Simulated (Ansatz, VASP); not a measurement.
This is a calculation of PbF2 (Fluorocronite) for VASP 6.6.1.

File INCAR:

```
SYSTEM = PbF2
ALGO = Normal ; EDIFF = 1E-7
ENCUT = 520 ; GGA = PS
ISIF = 2 ; ISMEAR = -1
LASPH = .True. ; LCHARG = .False.
LREAL = .False. ; LWAVE = .False.
NBANDS = 21 ; NELM = 100
PREC = Accurate ; SIGMA = 0.05
```

The input KPOINTS:

```
k-points
0
Gamma
  8 8 8
  0 0 0
```

Contents of POSCAR:

```
PbF2
1.0
    0.0000000000      2.9437690651      2.9437690651
    2.9437690651      0.0000000000      2.9437690651
    2.9437690651      2.9437690651      0.0000000000
Pb F
1 2
Direct
    0.0000000000      0.0000000000      0.0000000000
    0.7500000000      0.7500000000      0.7500000000
    0.2500000000      0.2500000000      0.2500000000
```

Potentials or basis: VASP PAW PBE potentials, release 64 (Pb_d, F).

The run is started by

```sh
$ cat potpaw_PBE.64/Pb_d/POTCAR potpaw_PBE.64/F/POTCAR > POTCAR
$ mpirun -np 1 vasp_std > vasp.out
```

Set up the same calculation for Ansatz 0.2.0. Potentials there: Ansatz PAW.

As run (the cutoff follows the program's own potentials):

Contents of input.yaml:

```yaml
crystal:
  lattice:
    - [0.0, 2.9437690651, 2.9437690651]
    - [2.9437690651, 0.0, 2.9437690651]
    - [2.9437690651, 2.9437690651, 0.0]
  atoms:
    - { symbol: Pb, position: [0.0, 0.0, 0.0] }
    - { symbol: F, position: [0.75, 0.75, 0.75] }
    - { symbol: F, position: [0.25, 0.25, 0.25] }
hamiltonian:
  xc: pbesol
  pseudopotentials: { kind: paw }
kpoints:
  mp_grid: { grid: [8, 8, 8] }
scf:
  occupations: { method: fermi_dirac, width: 0.05 }
output:
  forces: true
  stress: true
  eigenvalues: true
```

Potentials or basis: Ansatz PAW.

Command:

```sh
$ ansatz run input.yaml --threads 2 --pin off --max-ram 5632MiB --backend cpu --events-out ev --progress --plain --runs-dir out
```

Both were run:

|  | VASP | Ansatz | Ansatz less VASP |
| --- | --- | --- | --- |
| gap on the k mesh at the Fermi level (eV) | 4.30 | 4.30 | +0.005 |
| least direct gap on the mesh (eV) | 4.45 | 4.46 | +0.005 |
| pressure (GPa) | 0.2 | 0.4 | +0.22 |

Caveats: spin-orbit coupling is left out, which as a rule narrows the gap of such compounds by several tenths of an eV; the PAW data sets were made with another functional, which shifts forces and pressure a little (VASP); the pressure holds a Pulay correction of +0.5 GPa for the finite cutoff (Ansatz); the PAW data sets come from PBE, with cores solved anew for the run's functional, which leaves a small shift of forces and pressure (Ansatz). A k mesh can miss the band edges.
